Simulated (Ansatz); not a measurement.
**Al under pressure: fit and missing row**

Al, Fm-3m, a = 3.993 Å. Ansatz: r2SCAN, PAW, 500 eV, Γ-centred 18×18×18 mesh on 1 atom, Gaussian smearing 0.10 eV; no spin polarisation. Cell and atoms are relaxed at each pressure, and no other structure is tried, so the rows at high pressure may lie past a change of phase.

| V (Å³/atom) | P (GPa) |
| --- | --- |
| 11.492 | 59.99 |
| 12.932 | 30.04 |
| ? | 14.93 |
| 14.783 | 7.95 |
| 15.423 | 3.03 |
| 15.912 | -0.05 |
| 16.489 | -3.05 |

Q: Take V0 = 15.912 Å³/atom, count pressures from its P0 = -0.05 GPa, fit the third-order Birch–Murnaghan form to the other rows, and predict the missing volume.

A: With the Eulerian strain f = ½[(V0/V)^(2/3) − 1] and y = (P − P0)/[3f(1 + 2f)^(5/2)], the form is the line y = B0 + 1.5 B0 (B0′ − 4) f. Rows (f, y): 0.12114, 96.0; 0.07413, 95.8; 0.02514, 93.8; 0.01051, 92.7; -0.01173, 90.5. Means f = 0.04384, y = 93.760; Σ(Δf)² = 0.01144, ΣΔfΔy = 0.4507; the slope is their ratio. y = 92.03 + 39.39 f GPa, so B0 = 92.0 GPa and B0′ = 4 + 2 × (39.39)/(3 × 92.03) = 4.29. P = 14.93 GPa is met at f = 0.04329 (y = 93.74), so V = V0 (1 + 2f)^(−3/2) = 14.049 Å³/atom. The run gave 14.066 Å³/atom, so the fit is 0.017 Å³/atom too low, within twice the rms miss on the fitted rows (0.012 Å³/atom).

The mesh isn't the same in all rows (18×18×18, 20×20×20).